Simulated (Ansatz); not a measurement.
**17O NMR of the central transition in BaTiO3 at a changed volume**

Cell: a COD entry, relaxed with PBE at fixed cell and then changed (volume scaled by 1.06, ions relaxed).

```
Ba Ti O
1.0
     2.88313    1.66457    2.36319
    -2.88313    1.66457    2.36319
     0.00000   -3.32915    2.36319
Ba Ti O
1 1 3
Cartesian
  0.0000 0.0000 -0.0414
  0.0000 0.0000 3.3963
  0.0000 1.6225 2.4768
  -1.4052 -0.8113 2.4768
  1.4052 -0.8113 2.4768
```

Atom numbers follow the list; atoms alike are taken as one site, whose name carries the number of the first.

Computed with Ansatz: DFT, PBE, plane waves and PAW, scalar-relativistic, 420 eV cutoff, Γ-centred 8×8×8 k-points, Fermi–Dirac smearing 0.02 eV.

17O has I = 5/2 and Q = -25.58 mb (Pyykkö 2018); at 16.4 T its Larmor frequency is ν₀ = 94.7 MHz. Only the quadrupole interaction is simulated: positions count from each site's isotropic chemical shift, and J coupling is left out, as are shift anisotropy and dipolar coupling, which fast spinning averages.

(1) Give C_Q, η, the quadrupolar product P_Q = |C_Q|(1 + η²/3)^½, the second-order isotropic shift and the breadth of the pattern (fast magic-angle spinning) for each O site.

Answers

(1) 

```json
{"site": "O", "first shell": "2 Ti at 1.86–2.24 Å, angle 169°; also 4 Ba at 2.79–3.00 Å", "C_Q (MHz)": "-1.33", "η": "0.12", "P_Q (MHz)": "1.34", "δ_QIS (ppm)": "-1.20", "breadth (kHz)": "0.252"}
```

δ_QIS = −(ν_Q²/30ν₀²)[I(I+1) − 3/4](1 + η²/3) × 10⁶ ppm with ν_Q = 3|C_Q|/[2I(2I−1)]; it falls as 1/B₀² in ppm, and the breadth as 1/B₀ in kHz.

At O V_zz points along the line of its two bonds (within 3°).
